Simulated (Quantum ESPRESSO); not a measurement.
**K under changes of volume**

One of the cells (78.519 Å³/atom); the others are scaled copies at fixed shape and fractional positions:

```
CELL_PARAMETERS angstrom
-2.69756 2.69756 2.69756
2.69756 -2.69756 2.69756
2.69756 2.69756 -2.69756
ATOMIC_POSITIONS crystal
K 0.00000 0.00000 0.00000
```

* Program: Quantum ESPRESSO 7.5
* Functional: PBEsol
* Potentials or basis: GBRV 1.5 PBEsol
* Cutoff: 612 eV
* Density cutoff: 4898 eV
* k mesh: 7 × 7 × 7
* Occupations: fermi-dirac, width 0.05 eV
* Spin: no spin polarisation

```tsv
volume (Å³/atom)	energy over the lowest point (meV/atom)	pressure (GPa)
73.807	0.00	-0.3
75.378	1.78	-0.3
76.948	4.09	-0.4
78.519	7.03	-0.5
80.089	?	?
81.659	14.16	-0.5
83.230	18.35	-0.6
```

**Question.** What does the run at 80.089 Å³/atom give?

**Answer.** Energy over the lowest point 10.33 meV/atom; pressure -0.5 GPa.

Worked out: A Birch-Murnaghan fit of order 3 (a polynomial in V^(-2/3)) to the other rows has no minimum within the range. It gives 10.37 meV/atom at 80.089 Å³/atom, against the run's 10.33, and -dE/dV = -0.4 GPa, against -0.5.

Energies are extrapolated to zero smearing.
